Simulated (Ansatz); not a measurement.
TaN: H interstitial

Theory: DFT PBEsol, scalar-relativistic, plane waves, PAW in Ansatz. Settings: 420 eV cutoff, 5×5×5 k-mesh, Gaussian smearing of 0.10 eV, no spin polarisation.

Host crystal, relaxed:

```
Ta N
1.0
     2.88947    0.00000    0.00000
    -1.44473    2.50235    0.00000
     0.00000    0.00000    5.86080
Ta N
2 2
Direct
  0.00000 0.00000 0.00000
  0.00000 0.00000 0.50000
  0.33333 0.66667 0.25000
  0.66667 0.33333 0.75000
```

Supercell of 32 atoms, rows in host cell vectors: -3 -1 0; 1 3 0; 1 -1 -1. Atoms relax at the host's cell from a start displaced at random by 0.06 Å near the defect, so other minima may exist. The cell is small, so energies carry finite-size errors of tenths of an eV. The host is a metal. Atoms are taken from and returned to the elements' standard states.

A cell with an odd number of electrons and no spin polarisation is a metal by construction and may be lower with spin. Spin-orbit coupling is left out, which matters for the bands and energies of heavy elements.

Defect: H interstitial set at (0.333, 0.667, 0.625) of the host cell. Before relaxation its nearest neighbours are 3 Ta at 1.82 Å, 3 N at 1.82 Å.

```tsv
charge	E_f at the valence band top (eV)	moment (μB)	largest move (Å)	atoms near the site
0	1.31	0.00	0.09	3 Ta at 1.81 Å, 1 N at 1.92 Å, 2 N at 1.93 Å, 1 N at 2.17 Å
```